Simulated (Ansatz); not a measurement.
A S vacancy in wurtzite CdS, 95 atoms, charge +1

Method: Ansatz 0.2.0, DFT, PBEsol, PAW, plane waves.

Command:

```sh
ansatz run in.yaml --threads 8 --pin off --max-ram 118750MiB --runs-dir r --events-out ev --progress --plain --backend cuda --devices 0, --max-vram 170GiB
```

The input less its lattice and atoms (starting moments on atoms near the defect: 1 μB in all):

```yaml
crystal:
  symmetry: { detect: false }
kpoints:
  mp_grid: { grid: [1, 1, 1], shift: [0.25, 0.25, 0.25] }
hamiltonian:
  xc: pbesol
total_charge: 1
magnetization:
  spin_polarized: true
scf:
  occupations: { method: fermi_dirac, width: 0.01 }
relax:
  f_tol: 0.03
  max_steps: 80
  escape_saddle: false
  adjacent_minimum: "off"
output:
  forces: true
  eigenvalues: true
  populations: true
  charged_corrections: { epsilon: 9 }
```

Start:

```
Cd S
1.0
    12.37050    0.00000    0.00000
     0.00000   14.28423    0.00000
     0.00000    0.00000   13.42126
Cd S
48 47
Direct
  0.16817 0.08425 0.24979
  0.16732 0.08313 0.74935
  0.99957 0.33394 0.24886
  0.99879 0.33262 0.75228
  0.49833 0.08162 0.24982
  0.49949 0.08486 0.75034
  0.32997 0.33491 0.24863
  0.33405 0.33286 0.74823
  0.16517 0.58101 0.24984
  0.16588 0.58319 0.74884
  0.99802 0.83524 0.25115
  0.99892 0.83308 0.74999
  0.83439 0.07957 0.25209
  0.83325 0.08506 0.74864
  0.66437 0.33223 0.24776
  0.66822 0.33050 0.74682
  0.49960 0.58049 0.25022
  0.49656 0.58643 0.74948
  0.33138 0.83328 0.24839
  0.33049 0.83181 0.75155
  0.83152 0.58369 0.25247
  0.83330 0.58330 0.74768
  0.66707 0.83520 0.25401
  0.66678 0.83089 0.75190
  0.00052 0.16602 0.50036
  0.00013 0.16617 0.00090
  0.33315 0.16423 0.49927
  0.33521 0.16613 0.00022
  0.16695 0.41839 0.49876
  0.16462 0.41523 0.99855
  0.00238 0.66670 0.50205
  0.99925 0.66679 0.99924
  0.66851 0.16753 0.49993
  0.66756 0.16527 0.00156
  0.49742 0.41730 0.49748
  0.50028 0.41562 0.99939
  0.33119 0.66599 0.49843
  0.33259 0.66482 0.99883
  0.16769 0.91304 0.50012
  0.16678 0.91799 0.00111
  0.83533 0.41782 0.49858
  0.83129 0.41786 0.00150
  0.66706 0.66723 0.49827
  0.66683 0.66645 0.99862
  0.49843 0.91736 0.49796
  0.49828 0.91625 0.99705
  0.83476 0.91655 0.49887
  0.83217 0.91671 0.99904
  0.99824 0.16804 0.18767
  0.00291 0.16553 0.68662
  0.33368 0.16729 0.18804
  0.33345 0.16772 0.68876
  0.16583 0.41643 0.18599
  0.16581 0.41400 0.68855
  0.00126 0.66920 0.18758
  0.99827 0.66758 0.68863
  0.66692 0.16618 0.18679
  0.66528 0.16508 0.68705
  0.50168 0.41378 0.18784
  0.50005 0.41843 0.68937
  0.33201 0.66700 0.18941
  0.33443 0.66903 0.68726
  0.16828 0.91672 0.18943
  0.16950 0.91733 0.68894
  0.83221 0.41564 0.19159
  0.83423 0.41899 0.68771
  0.66693 0.66922 0.18882
  0.66696 0.66908 0.69018
  0.50009 0.91691 0.18768
  0.50215 0.91687 0.68969
  0.83193 0.91404 0.18831
  0.83127 0.91985 0.68789
  0.16465 0.08266 0.44100
  0.16432 0.08427 0.93622
  0.00123 0.33122 0.43846
  0.00017 0.33475 0.93801
  0.50121 0.08257 0.43724
  0.49862 0.08288 0.93853
  0.33028 0.33292 0.43783
  0.33397 0.33357 0.93934
  0.16915 0.58355 0.43790
  0.16549 0.58367 0.93732
  0.99794 0.83411 0.43729
  0.99937 0.83399 0.93794
  0.83341 0.08208 0.43861
  0.83547 0.08304 0.93721
  0.66556 0.33126 0.43749
  0.66288 0.33329 0.93811
  0.50002 0.58390 0.93745
  0.33065 0.83437 0.44033
  0.33482 0.83346 0.93598
  0.83324 0.58242 0.43614
  0.83422 0.58299 0.93925
  0.66209 0.83059 0.43719
  0.66424 0.83203 0.93868
```

Steps:

```csv
step,energy less the first (eV),largest force component (eV/Å)
start,0.000,0.583
1,-0.505,0.130
2,-0.540,0.054
3,-0.549,0.038
4,-0.551,0.034
5,-0.552,0.032
6,-0.555,0.038
7,-0.556,0.021
```

End:

```
Cd S
1.0
    12.37050    0.00000    0.00000
     0.00000   14.28423    0.00000
     0.00000    0.00000   13.42126
Cd S
48 47
Direct
  0.16595 0.08266 0.24968
  0.16661 0.08271 0.74897
  0.99925 0.33161 0.24939
  0.99938 0.33166 0.74988
  0.49937 0.08441 0.24975
  0.49953 0.08441 0.74982
  0.32937 0.33196 0.24957
  0.33184 0.33293 0.74956
  0.16397 0.58131 0.24984
  0.16554 0.58293 0.74932
  0.99991 0.83358 0.25033
  0.99995 0.83367 0.74956
  0.83295 0.08334 0.24959
  0.83254 0.08339 0.74912
  0.66837 0.33240 0.25074
  0.66662 0.33296 0.74988
  0.49822 0.58261 0.21743
  0.49906 0.58309 0.75640
  0.33368 0.83567 0.25089
  0.33318 0.83383 0.74969
  0.83489 0.58159 0.24918
  0.83514 0.58262 0.75131
  0.66598 0.83600 0.24906
  0.66668 0.83519 0.75138
  0.00022 0.16456 0.49941
  0.99961 0.16580 0.99922
  0.33258 0.16726 0.49927
  0.33217 0.16597 0.99936
  0.16360 0.41525 0.50107
  0.16540 0.41608 0.99880
  0.00136 0.66631 0.49906
  0.00006 0.66720 0.99987
  0.66480 0.16967 0.49912
  0.66653 0.16613 0.99974
  0.49520 0.41835 0.50375
  0.49918 0.41343 0.99858
  0.33466 0.66222 0.50313
  0.32982 0.66808 0.99839
  0.16879 0.91407 0.49896
  0.16601 0.91683 0.99959
  0.83319 0.41449 0.50182
  0.83328 0.41573 0.99944
  0.68228 0.67445 0.50896
  0.66913 0.66809 0.99963
  0.49839 0.91825 0.50165
  0.49927 0.91765 0.99937
  0.83305 0.91821 0.49930
  0.83386 0.91726 0.99972
  0.99968 0.16563 0.18747
  0.99975 0.16564 0.68734
  0.33231 0.16624 0.18767
  0.33291 0.16696 0.68720
  0.16492 0.41607 0.18716
  0.16543 0.41636 0.68847
  0.99955 0.66690 0.18833
  0.99972 0.66687 0.68711
  0.66636 0.16682 0.18809
  0.66604 0.16721 0.68708
  0.49899 0.41290 0.18876
  0.49933 0.41855 0.69033
  0.32915 0.66835 0.18860
  0.33486 0.66554 0.69001
  0.16660 0.91602 0.18804
  0.16687 0.91590 0.68700
  0.83314 0.41596 0.18785
  0.83313 0.41656 0.68903
  0.66856 0.66784 0.19009
  0.66554 0.66616 0.69273
  0.49946 0.91766 0.18785
  0.49992 0.91717 0.68897
  0.83352 0.91661 0.18814
  0.83302 0.91644 0.68736
  0.16732 0.08141 0.43787
  0.16605 0.08285 0.93714
  0.99849 0.33180 0.43761
  0.99927 0.33251 0.93778
  0.49937 0.08394 0.43788
  0.49944 0.08390 0.93788
  0.33194 0.33542 0.43759
  0.33195 0.33277 0.93760
  0.16867 0.58176 0.43785
  0.16550 0.58280 0.93743
  0.99951 0.83310 0.43836
  0.99967 0.83328 0.93773
  0.83095 0.08467 0.43779
  0.83270 0.08323 0.93731
  0.66219 0.33859 0.43877
  0.66650 0.33289 0.93792
  0.49972 0.58331 0.94437
  0.33656 0.82786 0.43886
  0.33302 0.83389 0.93779
  0.83302 0.58131 0.43781
  0.83367 0.58282 0.93913
  0.66439 0.83372 0.43764
  0.66632 0.83407 0.93919
```

Self-consistency was reached.

Time: 18 s of wall time on one NVIDIA GB200 with 8 processor threads, on a host shared with other runs; peak host memory 2.7 GiB.

Q: How much energy did the relaxation gain, and which atom moved most?

A: 0.56 eV in 7 steps, from a start with small random displacements; atom 17 (Cd) moved 0.44 Å, the median atom 0.04 Å (drift of the whole cell removed).

The moment started at 1 μB and ended at 1.0 μB; no other spin state is shown. The one k point has no symmetry partners, which can distort the end along one axis.
